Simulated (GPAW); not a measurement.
MoS2:

```
CELL_PARAMETERS angstrom
1.58000 0.91221 6.15000
-1.58000 0.91221 6.15000
0.00000 -1.82443 6.15000
ATOMIC_POSITIONS crystal
Mo 0.00000 0.00000 0.00000
S 0.41700 0.41700 0.41700
S 0.25000 0.25000 0.25000
```

Measurements of this composition are mostly on another form, of space group No. 194.

Program: GPAW 26.7.0. Alike in all runs: task single point; no spin polarisation; cell as given.

Task: Order these runs on this cell by their pressure, lowest first.
A. level LDA; potentials or basis the program's PAW data sets (release 1.2.1) made for this functional, pw; k mesh 8 × 8 × 8; cutoff (eV) 450; smearing fermi-dirac 0.05 eV; maxiter 120; convergence default
B. level LDA+U; potentials or basis the program's PAW data sets (release 1.2.1) made for this functional, pw; U Mo d U = 6.2 eV; k mesh 8 × 8 × 8; cutoff (eV) 500; smearing fermi-dirac 0.05 eV; maxiter 120; convergence default
C. level RPBE; potentials or basis the program's PAW data sets (release 1.2.1) made for this functional, pw; k mesh 10 × 10 × 10; cutoff (eV) 600; smearing gaussian 0.05 eV; maxiter 150
D. level PBE; potentials or basis GPAW PAW data sets (gpaw-data 1.2.1), pw; k mesh 10 × 10 × 10; cutoff (eV) 600; smearing fermi-dirac 0.05 eV; maxiter 150
E. level PBEsol; potentials or basis PAW data sets generated in the run's folder for this functional, pw; k mesh 10 × 10 × 10; cutoff (eV) 600; smearing fermi-dirac 0.05 eV; maxiter 150

Result: A (-3.1 GPa), E (0.2 GPa), B (3.8 GPa), D (5.3 GPa), C (8.2 GPa).

Caveats: the cutoff is short for stress and forces, so pressures can be off by a GPa or more (some runs).

Not every run made on this cell is shown here.
